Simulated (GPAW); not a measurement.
# SiC (Moissanite 3C) (F-43m) in GPAW: a series of runs

Runs on SiC (Moissanite 3C). Level: PBEsol. Tasks: relaxation of cell and atoms.

Program: GPAW 26.7.0. These are calculated values, not measurements. Logs are shortened: lines on timing, memory, paths and dates and some standing lists are left out, and cuts for length are marked. The log counts tension as positive stress, the text compression.

## Step 1: The structure

The structure is cubic, space group F-43m (No. 216). The conventional cell has a = 4.358 Å, b = 4.358 Å, c = 4.358 Å, α = 90.00°, β = 90.00°, γ = 90.00°. Si (site symmetry -43m) is surrounded by 4 C at 1.89 Å. C (site symmetry -43m) is surrounded by 4 Si at 1.89 Å.

## Step 2: Relaxation of cell and atoms, PBEsol, target pressure 10 GPa, at which the enthalpy is minimised

File run.py:

```python
from ase import Atoms
from ase.filters import FrechetCellFilter
from ase.io import write
from ase.optimize import BFGS
from ase.units import GPa
from gpaw import GPAW, PW, setup_paths

setup_paths.insert(0, '.')

atoms = Atoms(['Si', 'C'],
              cell=[[0.0, 2.179, 2.179],
                    [2.179, 0.0, 2.179],
                    [2.179, 2.179, 0.0]],
              scaled_positions=[[0.0, 0.0, 0.0],
                                [0.75, 0.75, 0.75]],
              pbc=True)

calc = GPAW(mode=PW(800),
            xc='PBEsol',
            kpts={'size': (10, 10, 10), 'gamma': True},
            occupations={'name': 'fermi-dirac', 'width': 0.05},
            nbands=11,
            convergence={'density': 1e-05, 'forces': 0.0001},
            maxiter=150,
            txt='gpaw.txt')
atoms.calc = calc
opt = BFGS(FrechetCellFilter(atoms, scalar_pressure=10 * GPa), trajectory='relax.traj', logfile='-')
done = opt.run(fmax=0.02, steps=60)
calc.write('gs.gpw')
write('result.traj', atoms)
print('Converged:', done)
print('Cell:', atoms.cell.cellpar().round(4))
print('Volume:', round(atoms.get_volume(), 4))
print(atoms.get_scaled_positions().round(5))
```

Potentials or basis: PAW data sets generated in the run's folder for this functional, pw.

Command:

```sh
$ gpaw-setup -f PBEsol C Si
$ OMP_NUM_THREADS=1 python run.py
```

gpaw.txt:

```text
__  _  _
 | _ |_)|_||  |
 |__||  | ||/\| - 26.7.0

Input parameters:
  mode=PW(ecut=800.0),
  convergence={'density': 1e-05, 'forces': 0.0001},
  kpts=MonkhorstPack(size=(10, 10, 10), gamma=True),
  maxiter=150,
  nbands=11,
  occupations=Occupations(name='fermi-dirac', width=0.05),
  xc=XC(name='PBEsol')

Diagonalizing LCAO Hamiltonian
Converting LCAO to pw mode

                 C

       Si

Atoms  # Å, Bohr magnetons
|   | symbol |        x |        y |        z |    initial magnetic moments |
|---|--------|----------|----------|----------|-----------------------------|
| 0 |     Si | 0.000000 | 0.000000 | 0.000000 | ( 0.0000,  0.0000,  0.0000) |
| 1 |      C | 3.268500 | 3.268500 | 3.268500 | ( 0.0000,  0.0000,  0.0000) |

Unit cell  # Å
| periodic |        x |        y |        z |  lengths |    angles |
|----------|----------|----------|----------|----------|-----------|
|      yes | 0.000000 | 2.179000 | 2.179000 | 3.081571 | 60.000000 |
|      yes | 2.179000 | 0.000000 | 2.179000 | 3.081571 | 60.000000 |
|      yes | 2.179000 | 2.179000 | 0.000000 | 3.081571 | 60.000000 |

Number of symmetries: 24
Symmetry operations  # r_c * U_cc + t_c -> r_c
|    | kind |            matrix            |
|----|------|------------------------------|
|  0 |  E   |  1, 0, 0,  0, 1, 0,  0, 0, 1 |
|  1 |  σ   |  1, 0, 0,  0, 0, 1,  0, 1, 0 |
|  2 |  σ   |  1, 0,-1,  0, 1,-1,  0, 0,-1 |
|  3 |  C3  |  1, 0,-1,  0, 0,-1,  0, 1,-1 |
|  4 |  C3  |  1,-1, 0,  0,-1, 1,  0,-1, 0 |
|  5 |  σ   |  1,-1, 0,  0,-1, 0,  0,-1, 1 |
|  6 |  σ   |  0, 1, 0,  1, 0, 0,  0, 0, 1 |
|  7 |  C3  |  0, 1, 0,  0, 0, 1,  1, 0, 0 |
|  8 |  C2  |  0, 1,-1,  1, 0,-1,  0, 0,-1 |
|  9 |  S4  |  0, 1,-1,  0, 0,-1,  1, 0,-1 |
| 10 |  C3  |  0, 0, 1,  1, 0, 0,  0, 1, 0 |
| 11 |  σ   |  0, 0, 1,  0, 1, 0,  1, 0, 0 |
| 12 |  S4  |  0, 0,-1,  1, 0,-1,  0, 1,-1 |
| 13 |  C3  |  0, 0,-1,  0, 1,-1,  1, 0,-1 |
[... 143 lines left out ...]
SCF iterations
|iter     | |      energy | eigst |  dens |force |
|---------|-|-------------|-------|-------|------|
|iter:   1| |  -17.484550 | -0.14 |       |      |
|iter:   2| |  -17.116809 | -2.42 | -0.57 |      |
|iter:   3| |  -15.862363 | -0.91 | -0.62 |      |
|iter:   4| |  -15.861268 | -2.95 | -1.33 |      |
|iter:   5| |  -15.862873c| -3.57 | -1.71 |      |
|iter:   6| |  -15.862932c| -5.50 | -2.69 |      |
|iter:   7| |  -15.862936c| -6.76 | -3.34 |      |
|iter:   8| |  -15.862936c| -7.98c| -4.20 |      |
|iter:   9| |  -15.862936c| -8.90c| -5.34c|      |
|iter:  10| |  -15.862936c| -9.89c| -5.94c|-15.89c|

Converged in 10 steps
Energy contributions relative to reference atoms: (reference = -8894.658675)

Energy contributions:
  Kinetic:          16.512766
  Coulomb:         -14.008503
  Zero:             -0.013869
  External:          0.000000
  Xc:              -18.353330
  Entropy:          -0.000000
  Spinorbit:         0.000000
  ----------------------------
  Free energy:     -15.862936
  Extrapolated:    -15.862936
[... 26 lines left out ...]
Stress tensor  # eV/Ang^3
|         x |         y |         z |
|-----------|-----------|-----------|
| -0.006191 |  0.000000 |  0.000000 |
|  0.000000 | -0.006191 | -0.000000 |
|  0.000000 | -0.000000 | -0.006191 |

Forces  # eV/Ang
|        x |       y |       z |
|----------|---------|---------|
| -0.00000 | 0.00000 | 0.00000 |  # Si   0
|  0.00000 | 0.00000 | 0.00000 |  # C    1

Interpolating wave functions to new cell

                 C

       Si

Atoms  # Å, Bohr magnetons
|   | symbol |         x |        y |        z |    initial magnetic moments |
|---|--------|-----------|----------|----------|-----------------------------|
| 0 |     Si | -0.000000 | 0.000000 | 0.000000 | ( 0.0000,  0.0000,  0.0000) |
| 1 |      C |  3.254948 | 3.254948 | 3.254948 | ( 0.0000,  0.0000,  0.0000) |

Unit cell  # Å
| periodic |         x |        y |         z |  lengths |    angles |
|----------|-----------|----------|-----------|----------|-----------|
|      yes | -0.000000 | 2.169965 |  2.169965 | 3.068794 | 60.000000 |
|      yes |  2.169965 | 0.000000 |  2.169965 | 3.068794 | 60.000000 |
|      yes |  2.169965 | 2.169965 | -0.000000 | 3.068794 | 60.000000 |

Number of symmetries: 24
Symmetry operations  # r_c * U_cc + t_c -> r_c
|    | kind |            matrix            |
|----|------|------------------------------|
|  0 |  E   |  1, 0, 0,  0, 1, 0,  0, 0, 1 |
|  1 |  σ   |  1, 0, 0,  0, 0, 1,  0, 1, 0 |
|  2 |  σ   |  1, 0,-1,  0, 1,-1,  0, 0,-1 |
|  3 |  C3  |  1, 0,-1,  0, 0,-1,  0, 1,-1 |
|  4 |  C3  |  1,-1, 0,  0,-1, 1,  0,-1, 0 |
|  5 |  σ   |  1,-1, 0,  0,-1, 0,  0,-1, 1 |
|  6 |  σ   |  0, 1, 0,  1, 0, 0,  0, 0, 1 |
|  7 |  C3  |  0, 1, 0,  0, 0, 1,  1, 0, 0 |
|  8 |  C2  |  0, 1,-1,  1, 0,-1,  0, 0,-1 |
|  9 |  S4  |  0, 1,-1,  0, 0,-1,  1, 0,-1 |
| 10 |  C3  |  0, 0, 1,  1, 0, 0,  0, 1, 0 |
| 11 |  σ   |  0, 0, 1,  0, 1, 0,  1, 0, 0 |
| 12 |  S4  |  0, 0,-1,  1, 0,-1,  0, 1,-1 |
| 13 |  C3  |  0, 0,-1,  0, 1,-1,  1, 0,-1 |
[... 143 lines left out ...]
SCF iterations
|iter     | |      energy | eigst |  dens |force |
|---------|-|-------------|-------|-------|------|
|iter:   1| |  -15.859608 | -1.99 |       |      |
|iter:   2| |  -15.859445 | -5.67 | -2.23 |      |
|iter:   3| |  -15.858701c| -3.88 | -2.26 |      |
|iter:   4| |  -15.858676c| -5.61 | -2.89 |      |
|iter:   5| |  -15.858675c| -6.26 | -3.36 |      |
|iter:   6| |  -15.858675c| -7.50c| -4.06 |      |
|iter:   7| |  -15.858675c| -8.86c| -5.17c|      |
|iter:   8| |  -15.858675c| -9.63c| -5.68c|-15.87c|

Converged in 8 steps
Energy contributions relative to reference atoms: (reference = -8894.658675)

Energy contributions:
  Kinetic:          17.827382
  Coulomb:         -15.023125
  Zero:             -0.015067
  External:          0.000000
  Xc:              -18.647865
  Entropy:          -0.000000
  Spinorbit:         0.000000
  ----------------------------
  Free energy:     -15.858675
  Extrapolated:    -15.858675
[... 26 lines left out ...]
Stress tensor  # eV/Ang^3
|         x |         y |         z |
|-----------|-----------|-----------|
| -0.024205 |  0.000000 |  0.000000 |
|  0.000000 | -0.024205 |  0.000000 |
|  0.000000 |  0.000000 | -0.024205 |

Forces  # eV/Ang
|        x |        y |        z |
|----------|----------|----------|
| -0.00000 | -0.00000 | -0.00000 |  # Si   0
|  0.00000 |  0.00000 |  0.00000 |  # C    1

Interpolating wave functions to new cell

                 C

       Si

Atoms  # Å, Bohr magnetons
|   | symbol |         x |         y |         z |    initial magnetic moments |
|---|--------|-----------|-----------|-----------|-----------------------------|
| 0 |     Si | -0.000000 | -0.000000 | -0.000000 | ( 0.0000,  0.0000,  0.0000) |
| 1 |      C |  3.227460 |  3.227460 |  3.227460 | ( 0.0000,  0.0000,  0.0000) |

Unit cell  # Å
| periodic |         x |         y |         z |  lengths |    angles |
|----------|-----------|-----------|-----------|----------|-----------|
|      yes | -0.000000 |  2.151640 |  2.151640 | 3.042878 | 60.000000 |
|      yes |  2.151640 | -0.000000 |  2.151640 | 3.042878 | 60.000000 |
|      yes |  2.151640 |  2.151640 | -0.000000 | 3.042878 | 60.000000 |

Number of symmetries: 24
Symmetry operations  # r_c * U_cc + t_c -> r_c
|    | kind |            matrix            |
|----|------|------------------------------|
|  0 |  E   |  1, 0, 0,  0, 1, 0,  0, 0, 1 |
|  1 |  σ   |  1, 0, 0,  0, 0, 1,  0, 1, 0 |
|  2 |  σ   |  1, 0,-1,  0, 1,-1,  0, 0,-1 |
|  3 |  C3  |  1, 0,-1,  0, 0,-1,  0, 1,-1 |
|  4 |  C3  |  1,-1, 0,  0,-1, 1,  0,-1, 0 |
|  5 |  σ   |  1,-1, 0,  0,-1, 0,  0,-1, 1 |
|  6 |  σ   |  0, 1, 0,  1, 0, 0,  0, 0, 1 |
|  7 |  C3  |  0, 1, 0,  0, 0, 1,  1, 0, 0 |
|  8 |  C2  |  0, 1,-1,  1, 0,-1,  0, 0,-1 |
|  9 |  S4  |  0, 1,-1,  0, 0,-1,  1, 0,-1 |
| 10 |  C3  |  0, 0, 1,  1, 0, 0,  0, 1, 0 |
| 11 |  σ   |  0, 0, 1,  0, 1, 0,  1, 0, 0 |
| 12 |  S4  |  0, 0,-1,  1, 0,-1,  0, 1,-1 |
| 13 |  C3  |  0, 0,-1,  0, 1,-1,  1, 0,-1 |
[... 143 lines left out ...]
SCF iterations
|iter     | |      energy | eigst |  dens |force |
|---------|-|-------------|-------|-------|------|
|iter:   1| |  -15.839375 | -1.38 |       |      |
|iter:   2| |  -15.838700 | -5.07 | -1.92 |      |
|iter:   3| |  -15.835622c| -3.26 | -1.96 |      |
|iter:   4| |  -15.835521c| -4.99 | -2.58 |      |
|iter:   5| |  -15.835515c| -5.67 | -3.06 |      |
|iter:   6| |  -15.835516c| -6.90 | -3.76 |      |
|iter:   7| |  -15.835516c| -8.25c| -4.85 |      |
|iter:   8| |  -15.835516c| -8.99c| -5.38c|      |
|iter:   9| |  -15.835516c|-10.15c| -6.47c|-16.16c|

Converged in 9 steps
Energy contributions relative to reference atoms: (reference = -8894.658675)

Energy contributions:
  Kinetic:          20.592655
  Coulomb:         -17.152983
  Zero:             -0.017595
  External:          0.000000
  Xc:              -19.257593
  Entropy:          -0.000000
  Spinorbit:         0.000000
  ----------------------------
  Free energy:     -15.835516
  Extrapolated:    -15.835516
[... 26 lines left out ...]
Stress tensor  # eV/Ang^3
|         x |         y |         z |
|-----------|-----------|-----------|
| -0.063742 |  0.000000 | -0.000000 |
|  0.000000 | -0.063742 | -0.000000 |
| -0.000000 | -0.000000 | -0.063742 |

Forces  # eV/Ang
|        x |        y |       z |
|----------|----------|---------|
|  0.00000 | -0.00000 | 0.00000 |  # Si   0
| -0.00000 |  0.00000 | 0.00000 |  # C    1

# Writing to gs.gpw (mode='')
```

Wall time 23 s (1 thread of Intel Xeon 6975P-C (Granite Rapids), shared host); peak memory 0.18 GiB.

What came out:

```
Free energy                                            : -15.8355 eV
Relaxed volume                                         : 9.96 Å³/atom
Relaxed cell                                           : a = 3.043 Å, b = 3.043 Å, c = 3.043 Å, α = 60.00°, β = 60.00°, γ = 60.00°
Space group after relaxing (to 0.05 Å)                 : F-43m (No. 216)
Energy change on relaxing (the enthalpy is what falls) : +13.7 meV/atom
Ionic steps                                            : 3
Pressure after relaxing                                : 10.2 GPa
Band gap on the k mesh                                 : 1.20 eV, indirect (least direct gap 4.49 eV)
```

Step by step:
| step | energy change (eV) | largest force (eV/Å) | pressure (GPa) | volume (Å³) |
| --- | --- | --- | --- | --- |
| 1 | 0.0000 | 0.0000 | 0.99 | 20.69 |
| 2 | 0.0043 | 0.0000 | 3.88 | 20.44 |
| 3 | 0.0274 | 0.0000 | 10.21 | 19.92 |

Final structure:
```
Si C
1.0
     0.00000    2.15164    2.15164
     2.15164    0.00000    2.15164
     2.15164    2.15164    0.00000
Si C
1 1
Direct
  0.00000 0.00000 0.00000
  0.75000 0.75000 0.75000
```

Levels at points of the mesh, in eV from the valence-band top:
| k point | band 1 | band 2 | band 3 | band 4 | band 5 | band 6 | band 7 |
| --- | --- | --- | --- | --- | --- | --- | --- |
| (0.00, 0.00, 0.00) | -15.73 | 0.00 | 0.00 | 0.00 | 6.67 | 7.50 | 7.50 |
| (0.50, 0.50, 0.00) | -10.49 | -7.96 | -3.29 | -3.29 | 1.20 | 4.32 | 14.40 |
| (0.50, 0.50, 0.50) | -11.98 | -8.82 | -1.07 | -1.07 | 5.72 | 7.29 | 7.29 |

Caveat: later steps reuse the first step's grids. A k mesh can miss the band edges.

## Step 3: Relaxation of cell and atoms, PBEsol, target pressure 20 GPa, at which the enthalpy is minimised

run.py, as its differences from that of step 2:

```diff
@@ -26,3 +26,3 @@
 atoms.calc = calc
-opt = BFGS(FrechetCellFilter(atoms, scalar_pressure=10 * GPa), trajectory='relax.traj', logfile='-')
+opt = BFGS(FrechetCellFilter(atoms, scalar_pressure=20 * GPa), trajectory='relax.traj', logfile='-')
 done = opt.run(fmax=0.02, steps=60)
```

Potentials or basis: PAW data sets generated in the run's folder for this functional, pw.

Command:

```sh
$ gpaw-setup -f PBEsol C Si
$ OMP_NUM_THREADS=1 python run.py
```

It took 26 s on 1 thread of Intel Xeon 6975P-C (Granite Rapids), shared host; peak memory 0.2 GiB.

Results (log left out):

| Quantity | Value |
| --- | --- |
| Free energy | -15.7704 eV |
| Relaxed volume | 9.62 Å³/atom |
| Relaxed cell | a = 3.008 Å, b = 3.008 Å, c = 3.008 Å, α = 60.00°, β = 60.00°, γ = 60.00° |
| Space group after relaxing (to 0.05 Å) | F-43m (No. 216) |
| Energy change on relaxing (the enthalpy is what falls) | +46.3 meV/atom |
| Ionic steps | 4 |
| Pressure after relaxing | 20.0 GPa |
| Band gap on the k mesh | 1.17 eV, indirect (least direct gap 4.52 eV) |

Step by step:
| step | energy change (eV) | largest force (eV/Å) | pressure (GPa) | volume (Å³) |
| --- | --- | --- | --- | --- |
| 1 | 0.0000 | 0.0000 | 0.99 | 20.69 |
| 2 | 0.0144 | 0.0000 | 7.25 | 20.15 |
| 3 | 0.0999 | 0.0000 | 20.85 | 19.18 |
| 4 | 0.0925 | 0.0000 | 19.97 | 19.24 |

Final structure:
```
Si C
1.0
     0.00000    2.12667    2.12667
     2.12667    0.00000    2.12667
     2.12667    2.12667    0.00000
Si C
1 1
Direct
  0.00000 0.00000 0.00000
  0.75000 0.75000 0.75000
```

Levels at points of the mesh, in eV from the valence-band top:
```csv
k point,band 1,band 2,band 3,band 4,band 5,band 6,band 7
"(0.00, 0.00, 0.00)",-16.02,0.00,0.00,0.00,7.09,7.76,7.76
"(0.50, 0.50, 0.00)",-10.60,-8.08,-3.36,-3.36,1.17,4.45,14.82
"(0.50, 0.50, 0.50)",-12.13,-9.02,-1.07,-1.07,6.05,7.43,7.43
```

Caveat: later steps reuse the first step's grids. A k mesh can miss the band edges.

## Step 4: Relaxation of cell and atoms, PBEsol, target pressure 30 GPa, at which the enthalpy is minimised

run.py, as its differences from that of step 3:

```diff
@@ -26,3 +26,3 @@
 atoms.calc = calc
-opt = BFGS(FrechetCellFilter(atoms, scalar_pressure=20 * GPa), trajectory='relax.traj', logfile='-')
+opt = BFGS(FrechetCellFilter(atoms, scalar_pressure=30 * GPa), trajectory='relax.traj', logfile='-')
 done = opt.run(fmax=0.02, steps=60)
```

Command:

```sh
$ gpaw-setup -f PBEsol C Si
$ OMP_NUM_THREADS=1 python run.py
```

Run time: 21 s. Hardware: 1 thread of Intel Xeon 6975P-C (Granite Rapids), shared host; peak memory 0.2 GiB.

The run converged. Its results:

```
Free energy                                            : -15.6765 eV
Relaxed volume                                         : 9.32 Å³/atom
Relaxed cell                                           : a = 2.976 Å, b = 2.976 Å, c = 2.976 Å, α = 60.00°, β = 60.00°, γ = 60.00°
Space group after relaxing (to 0.05 Å)                 : F-43m (No. 216)
Energy change on relaxing (the enthalpy is what falls) : +93.2 meV/atom
Ionic steps                                            : 4
Pressure after relaxing                                : 29.9 GPa
Band gap on the k mesh                                 : 1.13 eV, indirect (least direct gap 4.55 eV)
```

The path:
| step | energy change (eV) | largest force (eV/Å) | pressure (GPa) | volume (Å³) |
| --- | --- | --- | --- | --- |
| 1 | 0.0000 | 0.0000 | 0.99 | 20.69 |
| 2 | 0.0304 | 0.0000 | 10.80 | 19.88 |
| 3 | 0.2067 | 0.0000 | 31.79 | 18.53 |
| 4 | 0.1865 | 0.0000 | 29.91 | 18.64 |

Final structure:
```
Si C
1.0
     0.00000    2.10431    2.10431
     2.10431    0.00000    2.10431
     2.10431    2.10431    0.00000
Si C
1 1
Direct
  0.00000 0.00000 0.00000
  0.75000 0.75000 0.75000
```

Levels at points of the mesh, in eV from the valence-band top:
| k point | band 2 | band 3 | band 4 | band 5 | band 6 | band 7 |
| --- | --- | --- | --- | --- | --- | --- |
| (0.00, 0.00, 0.00) | 0.00 | 0.00 | 0.00 | 7.47 | 8.00 | 8.00 |
| (0.50, 0.50, 0.00) | -8.19 | -3.42 | -3.42 | 1.13 | 4.57 | 15.20 |
| (0.50, 0.50, 0.50) | -9.21 | -1.08 | -1.08 | 6.35 | 7.57 | 7.57 |

Caveat: later steps reuse the first step's grids.

## Step 5: The runs side by side

| cell | target pressure | gap on the mesh (eV) | pressure (GPa) |
| --- | --- | --- | --- |
| relaxed to 10 GPa | 10 GPa | 1.20 | 10.2 |
| relaxed to 20 GPa | 20 GPa | 1.17 | 20.0 |
| relaxed to 30 GPa | 30 GPa | 1.13 | 29.9 |

Alike in all rows: task relaxation of cell and atoms; level PBEsol; potentials or basis PAW data sets generated in the run's folder for this functional, pw; no spin polarisation; k mesh 10 × 10 × 10; cutoff (eV) 800; smearing fermi-dirac 0.05 eV.

Caveats: later steps reuse the first step's grids.

Absolute energies hang on the potentials; compare differences alone.
